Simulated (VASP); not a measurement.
LiH: relaxation of cell and atoms with PBE

Crystal: LiH.

```xyz
2
Lattice="1.9314 0.0000 0.0000 0.0000 1.9314 0.0000 0.0000 0.0000 1.9314" Properties=species:S:1:pos:R:3 pbc="T T T"
Li    0.0000    0.0000    0.0000
H     0.9657    0.9657    0.9657
```

The cell was built by a generator and needn't be a form met in nature.

```
Program                : VASP 6.6.1
Task                   : relaxation of cell and atoms
Functional             : PBE
Potentials or basis    : VASP PAW PBE potentials, release 64 (Li_sv, H)
Cutoff                 : 600 eV
k mesh                 : 12 × 12 × 12
Occupations            : fermi-dirac, width 0.02 eV
Spin                   : no spin polarisation
Dipole correction      : no
Further INCAR settings : ALGO = Fast; EDIFF = 1e-07; IBRION = 2; EDIFFG = -0.005; NSW = 80; ISIF = 3
```

```yaml
Relaxed_volume: 6.97 Å³/atom
Relaxed_cell: a = 2.407 Å, b = 2.407 Å, c = 2.407 Å, α = 90.00°, β = 90.00°, γ = 90.00°
Space_group_after_relaxing_to_0.05_Å: Pm-3m (No. 221)
Energy_gained_by_relaxing: 705.7 meV/atom
Ionic_steps: 5
Pressure_after_relaxing: 0.0 GPa
Band_gap_on_the_k_mesh: 1.05 eV, indirect (least direct gap 4.27 eV)
```

The path:
```tsv
step	energy change (eV)	largest force (eV/Å)	pressure (GPa)	volume (Å³)
1	0.0000	0.0000	101.55	7.20
2	-1.0444	0.0000	35.52	9.86
3	-1.3903	0.0000	6.20	12.80
4	-1.4108	0.0000	0.85	13.77
5	-1.4113	0.0000	0.01	13.94
```

Final structure:
```xyz
2
Lattice="2.4070 0.0000 0.0000 0.0000 2.4070 0.0000 0.0000 0.0000 2.4070" Properties=species:S:1:pos:R:3 pbc="T T T"
Li    0.0000    0.0000    0.0000
H     1.2035    1.2035    1.2035
```

Levels at points of the mesh, in eV from the valence-band top:
```csv
k point,band 1,band 2,band 3,band 4,band 5,band 6
"(0.00, 0.00, 0.00)",-48.53,-9.57,12.59,12.59,12.59,14.22
"(0.50, 0.00, 0.00)",-48.45,-7.37,1.07,12.33,17.29,17.29
"(0.50, 0.50, 0.00)",-48.38,-3.01,1.27,1.27,10.57,20.83
"(0.50, 0.50, 0.50)",-48.32,0.00,6.59,6.59,6.59,9.02
```

Run time: 10 s on 1 thread of Intel(R) Xeon(R) Platinum 8488C (Sapphire Rapids), with other jobs on the host, peak memory 0.11 GiB.

Caveat: the cutoff is under 1.25 times the usual one of these potentials, so pressure, stress and relaxed cells hold a basis-set (Pulay) error; the volume moved by over 15 % at a fixed basis, so the end points are rough. A k mesh can miss the band edges.
